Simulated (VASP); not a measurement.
# Na2S (Fm-3m) in VASP: notebook

Runs on Na2S. Level: PBE+D4. Tasks: single point, relaxation of cell and atoms.

All numbers are computed with VASP 6.6.1; they aren't measurements. Logs are shortened: lines on timing, memory, paths and dates and some standing lists are left out, and cuts for length are marked.

## Step 1: The structure

It takes space group Fm-3m (No. 225, cubic). The conventional cell has a = 6.518 Å, b = 6.518 Å, c = 6.518 Å, α = 90.00°, β = 90.00°, γ = 90.00°. Na (site symmetry -43m) has 4 S at 2.82 Å as nearest neighbours. S (site symmetry m-3m) is surrounded by 8 Na at 2.82 Å.

## Step 2: Single point, PBE+D4

INCAR reads:

```
SYSTEM = Na2S
PREC     = Accurate       ! precision mode
ENCUT    = 520            ! plane-wave cutoff, eV
EDIFF    = 1E-7           ! SCF threshold, eV
ISMEAR   = 0              ! smearing method
SIGMA    = 0.01           ! smearing width, eV
LREAL    = .False.        ! projectors in reciprocal space
LASPH    = .True.         ! aspherical terms in the spheres
NELM     = 100            ! most SCF steps
ALGO     = Normal         ! electronic algorithm
ISIF     = 2              ! what is computed and relaxed
LWAVE    = .False.        ! write WAVECAR
LCHARG   = .True.         ! write CHGCAR
GGA      = PE             ! functional
IVDW     = 13             ! dispersion correction
LELF     = .True.         ! ELF
LVHAR    = .True.       
NBANDS   = 17             ! bands
```

KPOINTS reads:

```
regular mesh
0
Gamma
  5 5 5
  0 0 0
```

POSCAR reads:

```
Na2S
1.0
    0.0000000000      3.2587638807      3.2587638807
    3.2587638807      0.0000000000      3.2587638807
    3.2587638807      3.2587638807      0.0000000000
Na S
2 1
Direct
    0.2500000000      0.2500000000      0.2500000000
    0.7500000000      0.7500000000      0.7500000000
    0.0000000000      0.0000000000      0.0000000000
```

Potentials or basis: VASP PAW PBE potentials, release 64 (Na_pv, S).

Run with:

```console
$ cat potpaw_PBE.64/Na_pv/POTCAR potpaw_PBE.64/S/POTCAR > POTCAR
$ mpirun -np 1 vasp_std > vasp.out
```

OUTCAR:

```text
SYSTEM = Na2S
   PREC = Accurate
   ENCUT = 520
   EDIFF = 1E-7
   ISMEAR = 0
   LREAL = .False.
   LASPH = .True.
   NELM = 100
   ISIF = 2
   GGA = PE
   IVDW = 13

 ion  position               nearest neighbor table
   1  0.250  0.250  0.250-
   2  0.750  0.750  0.750-
   3  0.000  0.000  0.000-

  LATTYP: Found a face centered cubic cell.
 ALAT       =     6.5175277614

  Lattice vectors:

 A1 = (   0.0000000000,   3.2587638807,   3.2587638807)
 A2 = (   3.2587638807,   0.0000000000,   3.2587638807)
 A3 = (   3.2587638807,   3.2587638807,   0.0000000000)

Analysis of symmetry for initial positions (statically):
=====================================================================
 Subroutine PRICEL returns:
 Original cell was already a primitive cell.

 Routine SETGRP: Setting up the symmetry group for a
 face centered cubic supercell.

 Subroutine GETGRP returns: Found 48 space group operations
 (whereof 48 operations were pure point group operations)
 out of a pool of 48 trial point group operations.

The static configuration has the point symmetry O_h .

Analysis of symmetry for dynamics (positions and initial velocities):
=====================================================================
 Subroutine PRICEL returns:
 Original cell was already a primitive cell.

 Routine SETGRP: Setting up the symmetry group for a
 face centered cubic supercell.

 Subroutine GETGRP returns: Found 48 space group operations
 (whereof 48 operations were pure point group operations)
 out of a pool of 48 trial point group operations.

The dynamic configuration has the point symmetry O_h .

 Subroutine INISYM returns: Found 48 space group operations
 (whereof 48 operations are pure point group operations),
 and found     1 'primitive' translations

----------------------------------------------------------------------------------------

                                     Primitive cell

  volume of cell :      69.2132

  direct lattice vectors                    reciprocal lattice vectors
     0.000000000  3.258763881  3.258763881    -0.153432411  0.153432411  0.153432411
     3.258763881  0.000000000  3.258763881     0.153432411 -0.153432411  0.153432411
     3.258763881  3.258763881  0.000000000     0.153432411  0.153432411 -0.153432411

  length of vectors
     4.608588077  4.608588077  4.608588077     0.265752732  0.265752732  0.265752732

  position of ions in fractional coordinates (direct lattice)
     0.250000000  0.250000000  0.250000000
     0.750000000  0.750000000  0.750000000
     0.000000000  0.000000000  0.000000000

  ion indices of the primitive-cell ions
   primitive index   ion index
                 1           1
                 2           2
                 3           3

----------------------------------------------------------------------------------------

 KPOINTS: regular mesh

Automatic generation of k-mesh.
 Grid dimensions read from file:
 generate k-points for:    5    5    5

 Generating k-lattice:

  Cartesian coordinates                     Fractional coordinates (reciprocal lattice)
    -0.030686482  0.030686482  0.030686482     0.200000000  0.000000000  0.000000000
     0.030686482 -0.030686482  0.030686482     0.000000000  0.200000000  0.000000000
     0.030686482  0.030686482 -0.030686482     0.000000000  0.000000000  0.200000000

  Length of vectors
     0.053150546  0.053150546  0.053150546

  Shift w.r.t. Gamma in fractional coordinates (k-lattice)
     0.000000000  0.000000000  0.000000000

 Subroutine IBZKPT returns following result:
 ===========================================

 Found     10 irreducible k-points:

 Following reciprocal coordinates:
            Coordinates               Weight
  0.000000  0.000000  0.000000      1.000000
  0.200000  0.000000  0.000000      8.000000
  0.400000  0.000000  0.000000      8.000000
  0.200000  0.200000  0.000000      6.000000
  0.400000  0.200000  0.000000     24.000000
 -0.400000  0.200000  0.000000     24.000000
 -0.200000  0.200000  0.000000     12.000000
  0.400000  0.400000  0.000000      6.000000
 -0.400000  0.400000  0.000000     12.000000
 -0.400000  0.400000  0.200000     24.000000
   k-points           NKPTS =     10   k-points in BZ     NKDIM =     10   number of bands    NBANDS=     17
   number of dos      NEDOS =    301   number of ions     NIONS =      3
   total plane-waves  NPLWV =  46656
   dimension x,y,z NGX =    36 NGY =   36 NGZ =   36
   dimension x,y,z NGXF=    72 NGYF=   72 NGZF=   72
   ions per type =               2   1
   NGX,Y,Z   is equivalent  to a cutoff of  12.99, 12.99, 12.99 a.u.
   NGXF,Y,Z  is equivalent  to a cutoff of  25.97, 25.97, 25.97 a.u.
 SYSTEM =  Na2S
   PREC   = accura    normal or accurate (medium, high low for compatibility)
   ISTART =      0    job   : 0-new  1-cont  2-samecut
   ICHARG =      2    charge: 1-file 2-atom 10-const
   ISPIN  =      1    spin polarized calculation?
   LNONCOLLINEAR =      F non collinear calculations
   LSORBIT =      F    spin-orbit coupling
   LASPH  =      T    aspherical Exc in radial PAW
   ENCUT  =  520.0 eV  38.22 Ry    6.18 a.u.   8.57  8.57  8.57*2*pi/ulx,y,z
   NELM   =    100;   NELMIN=  2; NELMDL= -5     # of ELM steps
   EDIFF  = 0.1E-06   stopping-criterion for ELM
   LREAL  =      F    real-space projection
   EDIFFG = 0.1E-05   stopping-criterion for IOM
   NSW    =      0    number of steps for IOM
   IBRION =     -1    ionic relax: 0-MD 1-quasi-New 2-CG
   NFREE  =      0    steps in history (QN), initial steepest desc. (CG)
   ISIF   =      2    stress and relaxation
   ISYM   =      2    0-nonsym 1-usesym 2-fastsym
   POTIM  = 0.5000    time-step for ionic-motion
   TEBEG  =    0.0;   TEEND  =   0.0 temperature during run
   PSTRESS=    0.0 pullay stress
   NELECT =      20.0000    total number of electrons
   NUPDOWN=      -1.0000    fix difference up-down
   EMIN   =  10.00;   EMAX   =-10.00  energy-range for DOS
   EFERMI =   0.00;   METHOD = LEGACY
   ISMEAR =     0;   SIGMA  =   0.01  broadening in eV -4-tet -1-fermi 0-gaus
   EFERMI_NEDOS =   21; number of points for ismear=-14 and -15
   IALGO  =     38    algorithm
   IMIX   =      4    mixing-type and parameters
     AMIX     =   0.40;   BMIX     =  1.00
     AMIX_MAG =   1.60;   BMIX_MAG =  1.00
  volume/ion in A,a.u.               =      23.07       155.69
  Fermi-wavevector in a.u.,A,eV,Ry     =   1.082319  2.045286 15.938060  1.171414
  Thomas-Fermi vector in A             =   2.218357
   LORBIT       =      0    0 simple, 1 ext, 2 COOP (PROOUT), +10 PAW based schemes
   GGA     = PE    functional components
   LHFCALC =     F    Hartree Fock is set to
   AEXX    =    0.0000 exact exchange contribution
   IVDW    =    13    specifies the selected vdW correction
   LEPSILON=     F    determine dielectric tensor
   LRPA    =     F    only Hartree local field effects (RPA)
 non-spin polarized calculation
 Gauss-broadening in eV      SIGMA  =   0.01
  energy-cutoff  :      520.00
  volume of cell :       69.21
 maximum number of plane-waves:      1877
 NGX is ok and might be reduce to    36
   NGX = 17   NGY = 17   NGZ = 17

 number of electron      19.9999984 magnetization

 Free energy of the ion-electron system (eV)
  ---------------------------------------------------
  ext. energy  EPLUGINS =         0.00000000
  ---------------------------------------------------
  free energy    TOTEN  =        -9.97185151 eV

  energy without entropy =       -9.97185151  energy(sigma->0) =       -9.97185151

 E-fermi :   0.2806     XC(G=0):  -7.8626

 val. band max:        0.2350276878   @ k =   0.0000   0.0000   0.0000
 cond. band min:       2.7558463737   @ k =   0.0000   0.0000   0.0000
 fundamental gap:      2.5208186859
 Fermi energy:         0.2806186161

 k-point     1 :       0.0000    0.0000    0.0000
  band No.  band energies     occupation
      1     -21.9854      2.00000
      2     -21.9854      2.00000
      3     -21.9854      2.00000
      4     -21.9300      2.00000
      5     -21.9299      2.00000
      6     -21.9299      2.00000
[... 9 lines left out ...]
     16       9.6164      0.00000
     17      11.5147      0.00000

 k-point     2 :       0.2000    0.0000    0.0000
  band No.  band energies     occupation
      1     -21.9820      2.00000
      2     -21.9804      2.00000
      3     -21.9804      2.00000
      4     -21.9379      2.00000
      5     -21.9356      2.00000
      6     -21.9356      2.00000
[... 9 lines left out ...]
     16       9.2056      0.00000
     17      10.7367      0.00000

 k-point     3 :       0.4000    0.0000    0.0000
  band No.  band energies     occupation
      1     -21.9721      2.00000
      2     -21.9671      2.00000
      3     -21.9671      2.00000
      4     -21.9550      2.00000
      5     -21.9499      2.00000
      6     -21.9499      2.00000
[... 9 lines left out ...]
     16      10.7024      0.00000
     17      10.9875      0.00000

 k-point     4 :       0.2000    0.2000    0.0000
  band No.  band energies     occupation
      1     -21.9894      2.00000
      2     -21.9894      2.00000
      3     -21.9614      2.00000
      4     -21.9587      2.00000
      5     -21.9274      2.00000
      6     -21.9273      2.00000
[... 9 lines left out ...]
     16      10.1443      0.00000
     17      12.3727      0.00000

 k-point     5 :       0.4000    0.2000    0.0000
  band No.  band energies     occupation
      1     -21.9885      2.00000
      2     -21.9867      2.00000
      3     -21.9814      2.00000
      4     -21.9415      2.00000
      5     -21.9323      2.00000
      6     -21.9312      2.00000
[... 9 lines left out ...]
     16      11.3241      0.00000
     17      11.8978      0.00000

 k-point     6 :      -0.4000    0.2000    0.0000
  band No.  band energies     occupation
      1     -21.9954      2.00000
      2     -21.9764      2.00000
      3     -21.9728      2.00000
      4     -21.9476      2.00000
      5     -21.9450      2.00000
      6     -21.9275      2.00000
[... 9 lines left out ...]
     16      10.5100      0.00000
     17      12.2093      0.00000

 k-point     7 :      -0.2000    0.2000    0.0000
  band No.  band energies     occupation
      1     -21.9940      2.00000
      2     -21.9661      2.00000
      3     -21.9636      2.00000
      4     -21.9571      2.00000
      5     -21.9530      2.00000
      6     -21.9248      2.00000
[... 9 lines left out ...]
     16      10.9960      0.00000
     17      11.8015      0.00000

 k-point     8 :       0.4000    0.4000    0.0000
  band No.  band energies     occupation
      1     -22.0047      2.00000
      2     -21.9959      2.00000
      3     -21.9958      2.00000
      4     -21.9232      2.00000
      5     -21.9232      2.00000
      6     -21.9224      2.00000
[... 9 lines left out ...]
     16      11.6426      0.00000
     17      12.6298      0.00000

 k-point     9 :      -0.4000    0.4000    0.0000
  band No.  band energies     occupation
      1     -22.0099      2.00000
      2     -21.9918      2.00000
      3     -21.9905      2.00000
      4     -21.9294      2.00000
      5     -21.9285      2.00000
      6     -21.9170      2.00000
[... 9 lines left out ...]
     16      11.3334      0.00000
     17      13.0060      0.00000

 k-point    10 :      -0.4000    0.4000    0.2000
  band No.  band energies     occupation
      1     -22.0029      2.00000
      2     -21.9978      2.00000
      3     -21.9704      2.00000
      4     -21.9493      2.00000
      5     -21.9249      2.00000
      6     -21.9208      2.00000
[... 9 lines left out ...]
     16      10.7790      0.00000
     17      12.9725      0.00000

------------------------ aborting loop because EDIFF is reached ----------------------------------------

  DFT-D4 for vdW energy calculation

  Edisp (eV):   -0.23600

  FORCE on cell =-STRESS in cart. coord.  units (eV):
  Direction    XX          YY          ZZ          XY          YZ          ZX
  --------------------------------------------------------------------------------------
  -------------------------------------------------------------------------------------
  Total       0.03858     0.03858     0.03858    -0.00000    -0.00000     0.00000
  in kB       0.89300     0.89300     0.89300    -0.00000    -0.00000     0.00000
  external pressure =        0.89 kB  Pullay stress =        0.00 kB

 VOLUME and BASIS-vectors are now :
 -----------------------------------------------------------------------------
  energy-cutoff  :      520.00
  volume of cell :       69.21
      direct lattice vectors                 reciprocal lattice vectors
     0.000000000  3.258763881  3.258763881    -0.153432411  0.153432411  0.153432411
     3.258763881  0.000000000  3.258763881     0.153432411 -0.153432411  0.153432411
     3.258763881  3.258763881  0.000000000     0.153432411  0.153432411 -0.153432411

 POSITION                                       TOTAL-FORCE (eV/Angst)
 -----------------------------------------------------------------------------------
      1.62938      1.62938      1.62938        -0.000000     -0.000000      0.000000
      4.88815      4.88815      4.88815        -0.000000      0.000000     -0.000000
      0.00000      0.00000      0.00000         0.000000      0.000000      0.000000
 -----------------------------------------------------------------------------------
    total drift:                                0.000000      0.000000      0.000000

  FREE ENERGIE OF THE ION-ELECTRON SYSTEM (eV)
  ---------------------------------------------------
  free  energy   TOTEN  =       -10.2078546531 eV

  energy  without entropy=      -10.2078546531  energy(sigma->0) =      -10.20785465
```

It took 11 s on 1 thread of Intel Xeon 6975P-C (Granite Rapids), shared host; peak memory 0.19 GiB.

Results:

```
Free energy                : -10.2079 eV
Pressure                   : 0.1 GPa
Band gap on the k mesh     : 2.52 eV, direct
Dispersion energy per atom : -0.079 eV
```

## Step 3: Relaxation of cell and atoms, PBE+D4

This run uses another cell than the first one, of 23.39 Å³/atom, 1.014 times its volume.

INCAR reads:

```
PREC = Accurate
ENCUT = 600
EDIFF = 1E-6
ISMEAR = 0
SIGMA = 0.01
LREAL = False
LASPH = True
NELM = 100
ALGO = Fast
ISIF = 3
LWAVE = False
LCHARG = False
GGA = PE
IVDW = 13
IBRION = 2
NSW = 60
EDIFFG = -0.02
```

KPOINTS reads:

```
Automatic mesh
0
Gamma
  5 5 5
```

POSCAR reads:

```
Na2S
1.0
    0.0000000000      3.2735000000      3.2735000000
    3.2735000000      0.0000000000      3.2735000000
    3.2735000000      3.2735000000      0.0000000000
Na S
2 1
Direct
    0.2500000000      0.2500000000      0.2500000000
    0.7500000000      0.7500000000      0.7500000000
    0.0000000000      0.0000000000      0.0000000000
```

Potentials or basis: VASP PAW PBE potentials, release 64 (Na_pv, S).

Run with:

```console
$ cat potpaw_PBE.64/Na_pv/POTCAR potpaw_PBE.64/S/POTCAR > POTCAR
$ mpirun -np 1 vasp_std > vasp.out
```

It took 32 s on 1 thread of Intel Xeon 6975P-C (Granite Rapids), shared host; peak memory 0.23 GiB.

Results (log left out):

- Free energy: -10.2080 eV
- Relaxed volume: 23.03 Å³/atom
- Relaxed cell: a = 4.606 Å, b = 4.606 Å, c = 4.606 Å, α = 60.00°, β = 60.00°, γ = 60.00°
- Space group after relaxing (to 0.05 Å): Fm-3m (No. 225)
- Energy gained by relaxing: 0.3 meV/atom
- Ionic steps: 3
- Pressure after relaxing: 0.0 GPa
- Band gap on the k mesh: 2.53 eV, direct
- Dispersion energy per atom: -0.079 eV

The path:
| step | energy change (eV) | largest force (eV/Å) | pressure (GPa) | volume (Å³) |
| --- | --- | --- | --- | --- |
| 1 | 0.0000 | 0.0000 | -0.35 | 70.16 |
| 2 | -0.0008 | 0.0000 | -0.18 | 69.63 |
| 3 | -0.0009 | 0.0000 | 0.03 | 69.10 |

Final structure:
```xyz
3
Lattice="0.0000 3.2570 3.2570 3.2570 0.0000 3.2570 3.2570 3.2570 0.0000" Properties=species:S:1:pos:R:3 pbc="T T T"
Na    1.6285    1.6285    1.6285
Na    4.8855    4.8855    4.8855
S     0.0000    0.0000    0.0000
```

Levels at points of the mesh, in eV from the valence-band top:
```
           k point  band 7  band 8  band 9  band 10  band 11  band 12  band 13  band 14
(0.00, 0.00, 0.00)  -10.16    0.00    0.00     0.00     2.53     7.79     7.79     7.79
```
